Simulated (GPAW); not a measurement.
# BeS (F-43m) in GPAW: single point with PBE

Aim: the single point of BeS with PBE.

All numbers are computed with GPAW 26.7.0; they aren't measurements. Logs are shortened: lines on timing, memory, paths and dates and some standing lists are left out, and cuts for length are marked. The log counts tension as positive stress, the text compression.

### Step 1. The structure

The structure is cubic, space group F-43m (No. 216). The conventional cell has a = 4.850 Å, b = 4.850 Å, c = 4.850 Å, α = 90.00°, β = 90.00°, γ = 90.00°. S (site symmetry -43m) has 4 Be at 2.10 Å as nearest neighbours. Be (site symmetry -43m) has 4 S at 2.10 Å as nearest neighbours.

### Step 2. Single point, PBE

run.py

```python
from ase.dft.bandgap import bandgap
from ase.io import read, write
from ase.units import GPa
from gpaw import GPAW, PW

atoms = read('POSCAR')

calc = GPAW(mode=PW(550),
            xc='PBE',
            kpts={'size': (8, 8, 8), 'gamma': True},
            occupations={'name': 'fermi-dirac', 'width': 0.05},
            nbands=11,
            maxiter=120,
            txt='gpaw.txt')
atoms.calc = calc
energy = atoms.get_potential_energy()
forces = atoms.get_forces()
stress = atoms.get_stress()
calc.write('gs.gpw')
write('result.traj', atoms)
print(f'Energy: {energy:.6f} eV')
print('Forces (eV/A):')
print(forces.round(4))
print('Stress (GPa):', (stress / GPa).round(3))
print('Fermi level:', round(calc.get_fermi_level(), 4), 'eV')
print(f'Gap: {bandgap(calc)[0]:.4f} eV, direct: {bandgap(calc, direct=True)[0]:.4f} eV')
```

POSCAR

```
BeS
1.0
    0.0000000000      2.4250000000      2.4250000000
    2.4250000000      0.0000000000      2.4250000000
    2.4250000000      2.4250000000      0.0000000000
S Be
1 1
Direct
    0.7500000000      0.7500000000      0.7500000000
    0.0000000000      0.0000000000      0.0000000000
```

Potentials or basis: GPAW PAW data sets (gpaw-data 1.2.1), pw.

The run is started by

```console
$ OMP_NUM_THREADS=1 python run.py
```

gpaw.txt:

```text
__  _  _
 | _ |_)|_||  |
 |__||  | ||/\| - 26.7.0

Input parameters:
  mode=PW(ecut=550.0),
  kpts=MonkhorstPack(size=(8, 8, 8), gamma=True),
  maxiter=120,
  nbands=11,
  occupations=Occupations(name='fermi-dirac', width=0.05),
  xc=XC(name='PBE')

Diagonalizing LCAO Hamiltonian
Converting LCAO to pw mode

                   S

       Be

Atoms  # Å, Bohr magnetons
|   | symbol |        x |        y |        z |    initial magnetic moments |
|---|--------|----------|----------|----------|-----------------------------|
| 0 |      S | 3.637500 | 3.637500 | 3.637500 | ( 0.0000,  0.0000,  0.0000) |
| 1 |     Be | 0.000000 | 0.000000 | 0.000000 | ( 0.0000,  0.0000,  0.0000) |

Unit cell  # Å
| periodic |        x |        y |        z |  lengths |    angles |
|----------|----------|----------|----------|----------|-----------|
|      yes | 0.000000 | 2.425000 | 2.425000 | 3.429468 | 60.000000 |
|      yes | 2.425000 | 0.000000 | 2.425000 | 3.429468 | 60.000000 |
|      yes | 2.425000 | 2.425000 | 0.000000 | 3.429468 | 60.000000 |

Number of symmetries: 24
Symmetry operations  # r_c * U_cc + t_c -> r_c
|    | kind |            matrix            |
|----|------|------------------------------|
|  0 |  E   |  1, 0, 0,  0, 1, 0,  0, 0, 1 |
|  1 |  σ   |  1, 0, 0,  0, 0, 1,  0, 1, 0 |
|  2 |  σ   |  1, 0,-1,  0, 1,-1,  0, 0,-1 |
|  3 |  C3  |  1, 0,-1,  0, 0,-1,  0, 1,-1 |
|  4 |  C3  |  1,-1, 0,  0,-1, 1,  0,-1, 0 |
|  5 |  σ   |  1,-1, 0,  0,-1, 0,  0,-1, 1 |
|  6 |  σ   |  0, 1, 0,  1, 0, 0,  0, 0, 1 |
|  7 |  C3  |  0, 1, 0,  0, 0, 1,  1, 0, 0 |
|  8 |  C2  |  0, 1,-1,  1, 0,-1,  0, 0,-1 |
|  9 |  S4  |  0, 1,-1,  0, 0,-1,  1, 0,-1 |
| 10 |  C3  |  0, 0, 1,  1, 0, 0,  0, 1, 0 |
| 11 |  σ   |  0, 0, 1,  0, 1, 0,  1, 0, 0 |
| 12 |  S4  |  0, 0,-1,  1, 0,-1,  0, 1,-1 |
| 13 |  C3  |  0, 0,-1,  0, 1,-1,  1, 0,-1 |
| 14 |  S4  |  0,-1, 1,  1,-1, 0,  0,-1, 0 |
| 15 |  C2  |  0,-1, 1,  0,-1, 0,  1,-1, 0 |
| 16 |  C3  |  0,-1, 0,  1,-1, 0,  0,-1, 1 |
| 17 |  S4  |  0,-1, 0,  0,-1, 1,  1,-1, 0 |
| 18 |  S4  | -1, 1, 0, -1, 0, 1, -1, 0, 0 |
| 19 |  C3  | -1, 1, 0, -1, 0, 0, -1, 0, 1 |
| 20 |  C3  | -1, 0, 1, -1, 1, 0, -1, 0, 0 |
| 21 |  S4  | -1, 0, 1, -1, 0, 0, -1, 1, 0 |
| 22 |  σ   | -1, 0, 0, -1, 1, 0, -1, 0, 1 |
| 23 |  C2  | -1, 0, 0, -1, 0, 1, -1, 1, 0 |

BZ-sampling:
  Number of BZ points: 512
  Number of IBZ points: 29

  Monkhorst-Pack size: [8, 8, 8]
  Monkhorst-Pack shift: [0.0625, 0.0625, 0.0625]

K-points  # in reciprocal-cell coordinates
|     |                                coordinates |     weight |
|-----|--------------------------------------------|------------|
|   0 | (  0.00000000,   0.00000000,   0.00000000) | 0.00195312 |
|   1 | (  0.12500000,   0.12500000,   0.00000000) | 0.01171875 |
|   2 | (  0.12500000,   0.12500000,   0.12500000) | 0.01562500 |
|   3 | (  0.25000000,   0.12500000,   0.12500000) | 0.02343750 |
|   4 | (  0.25000000,   0.25000000,   0.00000000) | 0.01171875 |
|   5 | (  0.25000000,   0.25000000,   0.12500000) | 0.04687500 |
|   6 | (  0.25000000,   0.25000000,   0.25000000) | 0.01562500 |
|   7 | (  0.37500000,   0.25000000,  -0.37500000) | 0.04687500 |
|   8 | (  0.37500000,   0.25000000,   0.12500000) | 0.04687500 |
|   9 | (  0.37500000,   0.25000000,   0.25000000) | 0.04687500 |
| ... |                                            |            |
|  28 | (  0.50000000,   0.50000000,   0.50000000) | 0.00781250 |

Plane wave coefficients: 869
Cutoff: 550.0 eV

Spin-components: 1 (collinear spins)
Bands:           11
Projectors:      8
Spin-degeneracy: 2
Datatype:        complex128

Parallelization:
  kpt:    1
  domain: 1
  band:   1

Density:
  Valence electrons: 8.0
  Components: 1
  Grid points: [20 20 20]
  Charge: 0.0  # |e|

Potential:
  Grid points: [20 20 20]

species:
  S:
    name:    Sulfur
    Z:       16.0
    valence: 6
    core:    10
    charge:  0.0  # [|e|]
    compensation charges:
      type: gauss
      rc: 0.24  # [Å]
      lmax: 2
    cutoffs:
      filter: 1.77  # [Å]
      core: 1.66  # [Å]
    projectors
    | kind |    occ | energy [eV] | rcut [Å] |
    |------|--------|-------------|----------|
    |   3s |  2.000 |     -17.254 |    0.974 |
    |   3p |  4.000 |      -7.008 |    0.979 |
    |    s |        |       9.957 |    0.974 |
    |    p |        |      20.203 |    0.979 |
    |    d |        |       0.000 |    0.900 |

    Using partial waves for S as LCAO basis

  Be:
    name:    Beryllium
    Z:       4.0
    valence: 2
    core:    2
    charge:  0.0  # [|e|]
    compensation charges:
      type: gauss
      rc: 0.25  # [Å]
      lmax: 2
    cutoffs:
      filter: 1.42  # [Å]
      core: 1.77  # [Å]
    projectors
    | kind |    occ | energy [eV] | rcut [Å] |
    |------|--------|-------------|----------|
    |   2s |  2.000 |      -5.610 |    0.794 |
    |   2p |  0.000 |      -2.018 |    0.794 |
    |    s |        |      21.602 |    0.794 |

    Using partial waves for Be as LCAO basis

Reference energy: -11255.804871  # eV

eigensolver:
  PPCG
  Converge bands: occupied
  niter=2

density mixing:
  MSR1-Mixer
  Pratt-step length: 0.05
  Maximum mixing coefficient: 0.75
  Old densities: 10
  SVD Regularization: 0.005
  Good broyden scale: 1.0
  Trust region scale: 1.0
  Backstep threshold: 4.0
  History deletion threshold: 6.0
  Fourier metric: weight=20.0, sigma=0.015

occupation numbers:
  Fermi-Dirac:
    width: 0.0500  # eV

poisson solver:
  ecut: 4400.0  # eV

xc functional:
  name: PBE with 2 nearest neighbor stencil

convergence criteria:
- Maximum [total energy] change in last 3 cyles: 0.0005 eV / valence electron
- Maximum integral of absolute [dens]ity change: 0.0001 electrons / valence electron
- Maximum integral of absolute [eigenst]ate change: 4e-08 eV^2 / valence electron
maximum number of iterations: 120

SCF iterations
|iter     | |      energy | eigst |  dens |
|---------|-|-------------|-------|-------|
|iter:   1| |  -10.040051 | -0.08 |       |
|iter:   2| |  -10.024156 | -2.41 | -0.93 |
|iter:   3| |   -9.917311 | -2.11 | -0.96 |
|iter:   4| |   -9.920044 | -3.21 | -1.57 |
|iter:   5| |   -9.920581c| -4.51 | -2.18 |
|iter:   6| |   -9.920645c| -5.54 | -2.68 |
|iter:   7| |   -9.920646c| -7.20 | -3.76 |
|iter:   8| |   -9.920646c| -8.16c| -4.17c|

Converged in 8 steps
Energy contributions relative to reference atoms: (reference = -11255.804871)

Energy contributions:
  Kinetic:          11.765540
  Coulomb:         -10.829124
  Zero:              0.010760
  External:          0.000000
  Xc:              -10.867822
  Entropy:          -0.000000
  Spinorbit:         0.000000
  ----------------------------
  Free energy:      -9.920646
  Extrapolated:     -9.920646

dipole moment: (-1.691640, -1.691640, -1.691640)  # |e|*Ang

Fermi level: 6.559
Eigenvalues  # (at kpt = [0.000, 0.000, 0.000])
| band index |      eig [eV] | occ [0-2] |
|------------|---------------|-----------|
|          0 |        -9.014 |     2.000 |
|          1 |         4.692 |     2.000 |
|          2 |         4.692 |     2.000 |
|          3 |         4.692 |     2.000 |
|          4 |        10.336 |     0.000 |
|          5 |        10.336 |     0.000 |
|          6 |        10.336 |     0.000 |
|          7 |        10.565 |     0.000 |
|          8 |        17.360 |     0.000 |
|          9 |        17.360 |     0.000 |
|         10 |        19.588 |     0.000 |

Gap: 3.103 eV
Transition (v -> c):
  (s=0, k=0, n=3, [0.00, 0.00, 0.00]) -> (s=0, k=24, n=4, [0.50, 0.50, 0.00])
Direct/indirect transitions are different
Direct gap: 5.643 eV
Transition at: (s=0, k=0, n=3, [0.00, 0.00, 0.00])

Forces  # eV/Ang
|        x |        y |        z |
|----------|----------|----------|
| -0.00000 | -0.00000 |  0.00000 |  # S    0
| -0.00000 |  0.00000 | -0.00000 |  # Be   1

Stress tensor  # eV/Ang^3
|         x |         y |         z |
|-----------|-----------|-----------|
| -0.013736 |  0.000000 |  0.000000 |
|  0.000000 | -0.013736 |  0.000000 |
|  0.000000 |  0.000000 | -0.013736 |

# Writing to gs.gpw (mode='')
```

Wall time 5.1 s (1 thread of Intel Xeon at 2.60GHz (Ice Lake), shared host); peak memory 0.13 GiB.

The run converged, but some of its settings lie outside the range that counts as converged, so its numbers aren't taken as properties of the crystal.

What came out:

```
Free energy            : -9.9206 eV
Pressure               : 2.2 GPa
Band gap on the k mesh : 3.10 eV, indirect (least direct gap 5.64 eV)
```

Caveat: the cutoff is short for stress and forces, so pressures can be off by a GPa or more.
